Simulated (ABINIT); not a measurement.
Write the native input for ABINIT 10.8.3 (patched build) that does the following.

| Property | Result |
| --- | --- |
| Task | single point |
| Functional | PBE |
| Potentials or basis | JTH PAW PBE v2.0 |
| Cutoff | 408 eV |
| k mesh | 11 × 11 × 16 |
| Occupations | fermi-dirac, width 0.05 eV |
| Spin | no spin polarisation |
| Fine-grid cutoff | 816.342 eV |

B:

```xyz
1
Lattice="2.3494 -0.0102 0.0154 -0.0102 2.3347 0.0423 0.0104 0.0286 1.5920" Properties=species:S:1:pos:R:3 pbc="T T T"
B     1.1810    1.2070    0.8300
```

The cell isn't the ideal one: cell strained at random at fixed volume.

These files were run (other wordings do the same):

run.abi

```
# Pseudopotentials
pp_dirpath "./"
pseudos "B.GGA_PBE-JTH.xml"

# Structure
acell 3*1.0 Angstrom
rprim
     2.3493510000    -0.0101880000     0.0154020000
    -0.0101880000     2.3346640000     0.0422970000
     0.0104100000     0.0285890000     1.5919840000
ntypat 1
znucl 5
natom 1
typat 1
xred
     0.5026920000     0.5130090000     0.5028790000
chkprim 0
chksymtnons 0
tolsym 1.0e-6

# Plane-wave basis
ecut 15.0
pawecutdg 30.0
pawxcdev 0
pawovlp 30

# k points
kptopt 1
ngkpt 11 11 16
nshiftk 1
shiftk 0.0 0.0 0.0

# Exchange and correlation
ixc 11

# Bands and occupations
nband 6
occopt 3
tsmear 0.05 eV

# SCF cycle
nstep 100
tolvrs 1.0e-9

# Output
iomode 3
prtwf 0
prtden 0
prteig 0
prtebands 0
enunit 1
```

Potentials or basis: JTH PAW PBE v2.0.

Run with:

```sh
$ abinit run.abi > log 2>&1
```

It gave:

The pressure is -1.6 GPa and the band gap on the k mesh is none (metal or under the smearing width).

Caveat: the atomic spheres overlap.

It took 12 s on 1 thread of Arm Neoverse V2 (shared host), peak memory 0.1 GiB.
